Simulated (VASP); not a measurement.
# AlN (P6_3mc) in VASP: phonons with PBE

Aim: the phonons of AlN with PBE.

Everything below comes from runs of VASP 6.6.1. Logs are shortened: lines on timing, memory, paths and dates and some standing lists are left out, and cuts for length are marked.

## Step 1: The structure

Symmetry: P6_3mc, No. 186, hexagonal system. Conventional cell: a = 3.113 Å, b = 3.113 Å, c = 4.981 Å, α = 90.00°, β = 90.00°, γ = 120.00°. Al (site symmetry 3m) is surrounded by 4 N at 1.89 Å. N (site symmetry 3m) is surrounded by 4 Al at 1.89 Å.

## Step 2: Phonons, PBE

The input, POSCAR:

```
AlN
1.0
    3.1130000000      0.0000000000      0.0000000000
   -1.5565000000      2.6959370800      0.0000000000
    0.0000000000      0.0000000000      4.9810000000
Al N
2 2
Direct
    0.3333333300      0.6666666700      0.0000000000
    0.6666666700      0.3333333300      0.5000000000
    0.3333333300      0.6666666700      0.3800000000
    0.6666666700      0.3333333300      0.8800000000
```

The input, INCAR.step1:

```
SYSTEM = AlN
PREC = Accurate ; ENCUT = 600
EDIFF = 1E-8 ; ISMEAR = 0
SIGMA = 0.02 ; LREAL = .False.
LASPH = .True. ; NELM = 100
ALGO = Fast ; ISIF = 3
LWAVE = .False. ; LCHARG = .False.
GGA = PE ; IBRION = 2
NSW = 40 ; EDIFFG = -0.002
```

The input, INCAR.step2:

```
SYSTEM = AlN
PREC = Accurate ; ENCUT = 600
EDIFF = 1E-8 ; ISMEAR = 0
SIGMA = 0.02 ; LREAL = .False.
LASPH = .True. ; NELM = 100
ALGO = Fast ; ISIF = 2
LWAVE = .False. ; LCHARG = .False.
GGA = PE ; IBRION = 6
NFREE = 2 ; POTIM = 0.015
NSW = 1
```

The input, KPOINTS:

```
Automatic mesh
0
Gamma
  9 9 6
  0 0 0
```

Potentials or basis: VASP PAW PBE potentials, release 64 (Al, N).

Command:

```sh
$ cat potpaw_PBE.64/Al/POTCAR potpaw_PBE.64/N/POTCAR > POTCAR
$ cp INCAR.step1 INCAR
$ mpirun -np 1 vasp_std > vasp.out
$ cp CONTCAR POSCAR
$ cp INCAR.step2 INCAR
$ mpirun -np 1 vasp_std > vasp.out
```

OUTCAR:

```text
SYSTEM = AlN
   PREC = Accurate
   ENCUT = 600
   EDIFF = 1E-8
   ISMEAR = 0
   LREAL = .False.
   LASPH = .True.
   NELM = 100
   ISIF = 2
   GGA = PE
   IBRION = 6
   NFREE = 2
   POTIM = 0.015
   NSW = 1

 ion  position               nearest neighbor table
   1  0.333  0.667  0.999-   4 1.90   4 1.90   4 1.90   3 1.91   2 3.09   2 3.09   2 3.09   2 3.09
                             2 3.09   2 3.09
   2  0.667  0.333  0.499-   3 1.90   3 1.90   3 1.90   4 1.91   1 3.09   1 3.09   1 3.09   1 3.09
                             1 3.09   1 3.09
   3  0.333  0.667  0.381-   2 1.90   2 1.90   2 1.90   1 1.91
   4  0.667  0.333  0.881-   1 1.90   1 1.90   1 1.90   2 1.91

  LATTYP: Found a hexagonal cell.
 ALAT       =     3.1280325674
 C/A-ratio  =     1.6033982558

  Lattice vectors:

 A1 = (   3.1280325674,   0.0000000000,   0.0000000000)
 A2 = (  -1.5640162837,   2.7089556652,   0.0000000000)
 A3 = (   0.0000000000,   0.0000000000,   5.0154819626)

Analysis of symmetry for initial positions (statically):
=====================================================================
 Subroutine PRICEL returns:
 Original cell was already a primitive cell.

 Routine SETGRP: Setting up the symmetry group for a
 hexagonal supercell.

 Subroutine GETGRP returns: Found 12 space group operations
 (whereof  6 operations were pure point group operations)
 out of a pool of 24 trial point group operations.

The static configuration has the point symmetry C_3v.
 The point group associated with its full space group is C_6v.

Analysis of symmetry for dynamics (positions and initial velocities):
=====================================================================
 Subroutine PRICEL returns:
 Original cell was already a primitive cell.

 Routine SETGRP: Setting up the symmetry group for a
 hexagonal supercell.

 Subroutine GETGRP returns: Found 12 space group operations
 (whereof  6 operations were pure point group operations)
 out of a pool of 24 trial point group operations.

The dynamic configuration has the point symmetry C_3v.
 The point group associated with its full space group is C_6v.

 Subroutine INISYM returns: Found 12 space group operations
 (whereof  6 operations are pure point group operations),
 and found     1 'primitive' translations

----------------------------------------------------------------------------------------

                                     Primitive cell

  volume of cell :      42.4997

  direct lattice vectors                    reciprocal lattice vectors
     3.128032567  0.000000000  0.000000000     0.319689766  0.184572973  0.000000000
    -1.564016284  2.708955665  0.000000000     0.000000000  0.369145945  0.000000000
     0.000000000  0.000000000  5.015481963     0.000000000  0.000000000  0.199382633

  length of vectors
     3.128032567  3.128032566  5.015481963     0.369145945  0.369145945  0.199382633

  position of ions in fractional coordinates (direct lattice)
     0.333333330  0.666666670  0.999254033
     0.666666670  0.333333330  0.499254033
     0.333333330  0.666666670  0.380745967
     0.666666670  0.333333330  0.880745967

  ion indices of the primitive-cell ions
   primitive index   ion index
                 1           1
                 2           2
                 3           3
                 4           4

----------------------------------------------------------------------------------------

 KPOINTS: Automatic mesh

Automatic generation of k-mesh.
 Grid dimensions read from file:
 generate k-points for:    9    9    6

 Generating k-lattice:

  Cartesian coordinates                     Fractional coordinates (reciprocal lattice)
[... 82 lines left out ...]
  Fermi-wavevector in a.u.,A,eV,Ry     =   1.182096  2.233838 19.012125  1.397352
  Thomas-Fermi vector in A             =   2.318357
   LORBIT       =      0    0 simple, 1 ext, 2 COOP (PROOUT), +10 PAW based schemes
   GGA     = PE    functional components
   LHFCALC =     F    Hartree Fock is set to
   AEXX    =    0.0000 exact exchange contribution
   IVDW    =     0    specifies the selected vdW correction
   LEPSILON=     F    determine dielectric tensor
   LRPA    =     F    only Hartree local field effects (RPA)
 finite differences with symmetry
 non-spin polarized calculation
 RMM-DIIS sequential band-by-band and
 Gauss-broadening in eV      SIGMA  =   0.02
  energy-cutoff  :      600.00
  volume of cell :       42.50
 maximum number of plane-waves:      1436
 NGX is ok and might be reduce to    28
   NGX = 13   NGY = 13   NGZ = 21

--------------------------------------- Ionic step        1  -------------------------------------------

 number of electron      15.9999999 magnetization

 Free energy of the ion-electron system (eV)
  ---------------------------------------------------
  ext. energy  EPLUGINS =         0.00000000
  ---------------------------------------------------
  free energy    TOTEN  =       -29.78355022 eV

  energy without entropy =      -29.78355022  energy(sigma->0) =      -29.78355022

------------------------ aborting loop because EDIFF is reached ----------------------------------------

  FORCE on cell =-STRESS in cart. coord.  units (eV):
  Direction    XX          YY          ZZ          XY          YZ          ZX
  --------------------------------------------------------------------------------------
  -------------------------------------------------------------------------------------
  Total       -0.0036644     -0.0036644     -0.0070608      0.0000000     -0.0000000     -0.0000000
  in kB       -0.1381418     -0.1381418     -0.2661833      0.0000000     -0.0000000     -0.0000000
  external PRESSURE =      -0.1808223 kB  Pullay stress =       0.0000000 kB
[... 291 lines left out ...]
--------------------------------------- Ionic step        9  -------------------------------------------

 number of electron      16.0000000 magnetization

 Free energy of the ion-electron system (eV)
  ---------------------------------------------------
  ext. energy  EPLUGINS =         0.00000000
  ---------------------------------------------------
  free energy    TOTEN  =       -29.78137112 eV

  energy without entropy =      -29.78137112  energy(sigma->0) =      -29.78137112

 E-fermi :   6.0846     XC(G=0): -10.8354

 val. band max:        5.9569212754   @ k =   0.0000   0.0000   0.0000
 cond. band min:      10.0396624814   @ k =   0.0000   0.0000   0.0000
 fundamental gap:      4.0827412060
 Fermi energy:         6.0846207776

 k-point     1 :       0.0000    0.0000    0.0000
  band No.  band energies     occupation
      1      -9.0971      2.00000
      2      -7.0079      2.00000
      3       0.0581      2.00000
      4       5.1472      2.00000
      5       5.1472      2.00000
      6       5.7905      2.00000
      7       5.7905      2.00000
      8       5.9569      2.00000
      9      10.0397      0.00000
     10      12.5048      0.00000
     11      16.4332      0.00000
     12      17.0276      0.00000
[... 331 lines left out ...]
 k-point    24 :       0.3333    0.3333    0.1667
  band No.  band energies     occupation
      1      -6.6513      2.00000
      2      -6.6478      2.00000
      3       1.3661      2.00000
      4       1.8434      2.00000
      5       1.8540      2.00000
      6       3.3445      2.00000
      7       4.1067      2.00000
      8       4.1290      2.00000
      9      11.4015      0.00000
     10      14.2144      0.00000
     11      14.9475      0.00000
     12      15.0566      0.00000

 [... further k-points ...]

------------------------ aborting loop because EDIFF is reached ----------------------------------------

  FORCE on cell =-STRESS in cart. coord.  units (eV):
  Direction    XX          YY          ZZ          XY          YZ          ZX
  --------------------------------------------------------------------------------------
  -------------------------------------------------------------------------------------
  Total       -0.0793496     -0.0793496      0.1695872      0.0000000      0.0000000      0.0000000
  in kB       -2.9913650     -2.9913650      6.3931929      0.0000000      0.0000000      0.0000000
  external PRESSURE =       0.1368210 kB  Pullay stress =       0.0000000 kB
[... 19 lines left out ...]
  FREE ENERGIE OF THE ION-ELECTRON SYSTEM (eV)
  ---------------------------------------------------
  free  energy   TOTEN  =       -29.7813711175 eV

  energy  without entropy=      -29.7813711175  energy(sigma->0) =      -29.78137112

 INTERNAL STRAIN TENSORS FROM DISPLACED ATOMS
 ============================================

 INTERNAL STRAIN TENSOR FOR ION    1 for displacements in x,y,z  (eV/Angst):
          X           Y           Z          XY          YZ          ZX
  --------------------------------------------------------------------------------
  x     0.00000     0.00000    -0.00000    -8.22932     0.00000    -4.91993
  y    -8.22932     8.22932     0.00000    -0.00000    -4.91993     0.00000
  z    -5.08199    -5.08199    11.25224     0.00000     0.00000     0.00000

 INTERNAL STRAIN TENSOR FOR ION    4 for displacements in x,y,z  (eV/Angst):
          X           Y           Z          XY          YZ          ZX
  --------------------------------------------------------------------------------
  x     0.00000    -0.00000     0.00000     9.87226    -0.00000     4.92165
  y     9.87226    -9.87226    -0.00000    -0.00000     4.92165    -0.00000
  z     5.08772     5.08772   -11.25260     0.00000     0.00000     0.00000

 Eigenvectors and eigenvalues of the dynamical matrix
 ----------------------------------------------------

   1 f  =   21.221867 THz   133.340925 2PiTHz  707.885299 cm-1    87.766552 meV
             X         Y         Z           dx          dy          dz
     -0.000000  1.805970  5.011741    -0.000000    0.000000   -0.006957
      1.564016  0.902985  2.504000    -0.000000    0.000000    0.006957
     -0.000000  1.805970  1.909625     0.000000   -0.000000   -0.707073
      1.564016  0.902985  4.417366     0.000000   -0.000000    0.707073
[... 71 lines left out ...]
  12 f/i=    0.000962 THz     0.006047 2PiTHz    0.032102 cm-1     0.003980 meV
             X         Y         Z           dx          dy          dz
     -0.000000  1.805970  5.011741     0.139046    0.556660   -0.000000
      1.564016  0.902985  2.504000     0.139046    0.556660   -0.000000
     -0.000000  1.805970  1.909625     0.100153    0.400955   -0.000000
      1.564016  0.902985  4.417366     0.100153    0.400955   -0.000000

 ELASTIC MODULI CONTR FROM IONIC RELAXATION (kBar)
 Direction    XX          YY          ZZ          XY          YZ          ZX
 --------------------------------------------------------------------------------
 XX        -639.6927    316.5843    357.5078     -0.0000      0.0000     -0.0000
 YY         316.5843   -639.6927    357.5078      0.0000     -0.0000      0.0000
 ZZ         357.5078    357.5078   -791.1388      0.0000      0.0000      0.0000
 XY          -0.0000      0.0000      0.0000   -478.1385     -0.0000      0.0000
 YZ          -0.0000     -0.0000      0.0000     -0.0000   -127.1203     -0.0000
 ZX          -0.0000      0.0000      0.0000      0.0000     -0.0000   -127.1203
 --------------------------------------------------------------------------------
```

Wall time 9.8 min (1 thread of Intel Xeon Platinum 8488C (Sapphire Rapids), shared host); peak memory 0.36 GiB.

Results:

| Property | Result |
| --- | --- |
| Relaxed volume | 10.62 Å³/atom |
| Relaxed cell | a = 3.128 Å, b = 3.128 Å, c = 5.015 Å, α = 90.00°, β = 90.00°, γ = 120.00° |
| Space group after relaxing (to 0.05 Å) | P6_3mc (No. 186) |
| Highest phonon frequency at Γ, LO-TO splitting left out | 708 cm⁻¹ |

The path:
```csv
step,energy change (eV),largest force (eV/Å),pressure (GPa),volume (Å³)
1,0.0000,0.1290,3.33,41.80
2,-0.0019,0.0914,-2.76,43.13
3,-0.0083,0.0034,0.00,42.50
4,-0.0083,0.0057,0.07,42.48
5,-0.0083,0.0070,0.04,42.49
6,-0.0083,0.0075,0.03,42.49
7,-0.0083,0.0025,-0.03,42.50
8,-0.0083,0.0008,-0.01,42.50
```

Final structure:
```xyz
4
Lattice="3.1280 0.0000 0.0000 -1.5640 2.7090 0.0000 0.0000 0.0000 5.0155" Properties=species:S:1:pos:R:3 pbc="T T T"
Al    0.0000    1.8060    5.0117
Al    1.5640    0.9030    2.5040
N     0.0000    1.8060    1.9096
N     1.5640    0.9030    4.4174
```

Phonon frequencies in cm⁻¹ (negative: imaginary):
| q point | frequencies |
| --- | --- |
| (0.000, 0.000, 0.000) | 0 0 0 237 237 537 597 639 639 651 651 708 |
